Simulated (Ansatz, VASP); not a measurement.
# One calculation of CdS, two programs

Contents of INCAR:

```
SYSTEM = CdS
PREC = Accurate
ENCUT = 520
EDIFF = 1E-7
ISMEAR = 0
SIGMA = 0.03
LREAL = .FALSE.
LASPH = .TRUE.
NELM = 60
ALGO = Normal
ISIF = 2
LWAVE = .FALSE.
LCHARG = .FALSE.
GGA = PE
NBANDS = 16
```

The input KPOINTS:

```
Automatic mesh
0
G
  10 10 10
  0 0 0
```

Contents of POSCAR:

```
CdS
1.0
    0.0000000000      2.8909062000      2.6844129000
    2.8909062000      0.0000000000      2.6844129000
    2.8909062000      2.8909062000      0.0000000000
Cd S
1 1
Direct
    0.0000000000      0.0000000000      0.0000000000
    0.5000000000      0.5000000000      0.5000000000
```

Input for Ansatz:

```yaml
crystal:
  lattice:
    - [0.0, 2.8909062, 2.6844129]
    - [2.8909062, 0.0, 2.6844129]
    - [2.8909062, 2.8909062, 0.0]
  atoms:
    - { symbol: Cd, position: [0.0, 0.0, 0.0] }
    - { symbol: S, position: [0.5, 0.5, 0.5] }
basis:
  ecutwfc: 420
kpoints:
  mp_grid: { grid: [10, 10, 10] }
hamiltonian:
  xc: pbe
scf:
  occupations: { method: gaussian, width: 0.03 }
output:
  forces: true
  stress: true
  eigenvalues: true
```

Change from the starting cell: strain +0.050 along x and y, -0.025 along z, atoms carried along.

Alike in both runs: task single point; functional PBE; k mesh 10 × 10 × 10; occupations gaussian, width 0.03 eV; no spin polarisation.

```csv
,VASP,Ansatz
version,VASP 6.6.1,Ansatz 0.2.0
potentials or method,"VASP PAW PBE potentials, release 64 (Cd, S)","scalar-relativistic, plane waves, PAW"
plane-wave cutoff (eV),520,420
valence electrons in the cell,18,26
```

|  | VASP | Ansatz | Ansatz less VASP |
| --- | --- | --- | --- |
| gap on the k mesh at the Fermi level (eV) | none | none | - |
| pressure (GPa) | -3.8 | -4.1 | -0.27 |
| largest component of the traceless stress (GPa) | 2.22 | 2.08 | -0.131 |

A gap of «none» marks a metal or a gap that the smearing closes. The two sets of potentials don't hold the same shells in valence.
